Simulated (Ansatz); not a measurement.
Start from BeO in the wurtzite structure (space group P6_3mc, No. 186; a = 2.690 Å, c = 4.370 Å).

Level of theory: r2SCAN, PAW, 500 eV (Ansatz, an electronic-structure program; no spin-orbit coupling).

Before the change:

The gap between the host's bands is 8.55 eV and the gap character is direct at Γ.

Perturbation: 0.137 holes added to each cell, a density of 5.0×10^21 cm⁻³, with a uniform compensating background at fixed cell and a 300 K Fermi–Dirac width.

**Question.** Estimate the effect on the gap between the host's bands, gap character and Fermi level from band edge.

**Answer.** The gap between the host's bands increases by 0.13 eV (8.55 eV → 8.68 eV); the gap character is still direct at Γ; the Fermi level relative to the doped band's edge (positive inside the band; to 0.05 eV) is +0.25 eV.

Charged cell with a jellium background: band edges are those of the host's band count, energies are not comparable with the neutral cell, and many-body gap narrowing is missing. No phonon test of stability was made.
